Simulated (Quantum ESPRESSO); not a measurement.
Runs of Quantum ESPRESSO 7.5 on Sb. Symmetry: Fm-3m, No. 225, cubic system. The conventional cell has a = 4.742 Å, b = 4.742 Å, c = 4.742 Å, α = 90.00°, β = 90.00°, γ = 90.00°. Around Sb (site symmetry m-3m) lie 12 Sb at 3.35 Å. This isn't the form of Sb at room conditions, which is rhombohedral.

```csv
task,level,potentials or basis,form of the LDA correlation,gap on the mesh (eV),pressure (GPa),V0 of scaled cells (Å³/atom),B0 (GPa)
band structure,LDA,GBRV 1.5 LDA,PZ81,none,-2.4,-,-
equation of state,LDA,GBRV 1.5 LDA,PZ81,-,-,(b),(a)
equation of state,PBEsol,GBRV 1.5 PBEsol,-,-,-,26.21,64
band structure,PBEsol,GBRV 1.5 PBEsol,-,none,-1.3,-,-
```

Alike in all rows: no spin polarisation; cell as given; k mesh 10 × 10 × 10; cutoff (eV) 612; smearing fermi-dirac 0.05 eV.

Problem. Fill in the values left out.

Solution. (a) 66; (b) 25.76.

A k mesh can miss the band edges, and the runs leave out spin-orbit coupling on Sb.

A gap of «none» marks a metal or a gap under the smearing width.

Not every run made on this cell is shown here.
